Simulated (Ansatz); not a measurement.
Bi under changes of volume

One of the cells (33.614 Å³/atom); the others are scaled copies at fixed shape and fractional positions:

```
Bi
1.0
     3.23838    0.00000    0.00000
     0.00000    3.22164    0.00000
    -0.08045    0.00000    6.44389
Bi
2
Direct
  0.54425 0.00000 0.74958
  0.45575 0.00000 0.25042
```

This isn't the form of Bi at room conditions, which is rhombohedral.

| Property | Result |
| --- | --- |
| Program | Ansatz 0.2.0 |
| Functional | LDA |
| Potentials or basis | Ansatz PAW |
| Cutoff | 420 eV (not typed: the program's choice for these potentials) |
| k mesh | 8 × 8 × 4 |
| Occupations | fermi-dirac, width 0.05 eV |
| Spin | no spin polarisation |

| volume (Å³/atom) | energy over the lowest point (meV/atom) | pressure (GPa) | largest force (eV/Å) |
| --- | --- | --- | --- |
| 31.597 | 4.72 | 1.8 | 0.011 |
| 32.270 | 0.00 | 0.5 | 0.010 |
| 32.942 | 0.51 | -0.7 | 0.013 |
| 33.614 | 5.67 | -1.7 | 0.018 |
| 34.286 | 14.95 | -2.7 | 0.024 |
| 34.959 | 27.91 | -3.5 | 0.029 |
| 35.631 | ? | ? | ? |

What does the run at 35.631 Å³/atom give?

Energy over the lowest point 44.14 meV/atom; pressure -4.2 GPa; largest force 0.034 eV/Å.

Worked out: A Birch-Murnaghan fit of order 3 (a polynomial in V^(-2/3)) to the other rows has its minimum at 32.53 Å³/atom with B0 = V·E''(V) = 58 GPa and B' = 4.8 at fixed shape and positions, which overstates the stiffness. It gives 44.11 meV/atom at 35.631 Å³/atom, against the run's 44.14, and -dE/dV = -4.2 GPa, against -4.2.

Energies are extrapolated to zero smearing.

Caveats: the PAW data sets come from PBE, with cores solved anew for the run's functional, which leaves a small shift of forces and pressure.
